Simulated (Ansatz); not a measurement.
CuI, DFT, LDA, PAW with Ansatz's default frozen-core files, scalar-relativistic (Ansatz 0.2.0), run on 1 thread of Arm Neoverse V2 on a shared host.

Structure from Materials Project entry mp-1007922 (possibly hypothetical), not relaxed further. The listed cell was then made from it by scaling, straining or moving an atom.

Command: `ansatz run input.yaml --threads 1 --pin off --max-ram 6144MiB --backend cpu --events-out ev --progress --plain --runs-dir out`

```yaml
crystal:
  lattice:
    - [3.6569591127, -3.6353286563, 0.0]
    - [3.6569591127, 3.6353286563, 0.0]
    - [0.0, 0.0, 4.2190750878]
  atoms:
    - { symbol: Cu, position: [0.42043883, 0.57956117, 0.75] }
    - { symbol: Cu, position: [0.57956117, 0.42043883, 0.25] }
    - { symbol: I, position: [0.77004268, 0.22995732, 0.75] }
    - { symbol: I, position: [0.22995732, 0.77004268, 0.25] }
kpoints:
  mp_grid: { grid: [5, 5, 6] }
scf:
  occupations: { method: fermi_dirac, width: 0.02 }
hamiltonian:
  xc: lda
  pseudopotentials: { kind: paw }
output:
  forces: true
  stress: true
  eigenvalues: true
  efg: { contact_densities: true }
```

(1) How large is the problem that the program sets up?

(2) About how long does it take, and how much memory does it use?

(3) And the same cell and mesh by all-electron PAW (datasets made for this crystal), asked for forces, stress, eigenvalues, efg, on the same hardware?

Answers

(1) 36 irreducible k-points, 2211 plane waves at Γ, 44 bands.

(2) 12 s of wall time for 8 SCF iterations, with a peak of 0.48 GiB. Times on shared machines scatter by tens of per cent.

(3) 18 s, peak memory 0.71 GiB.
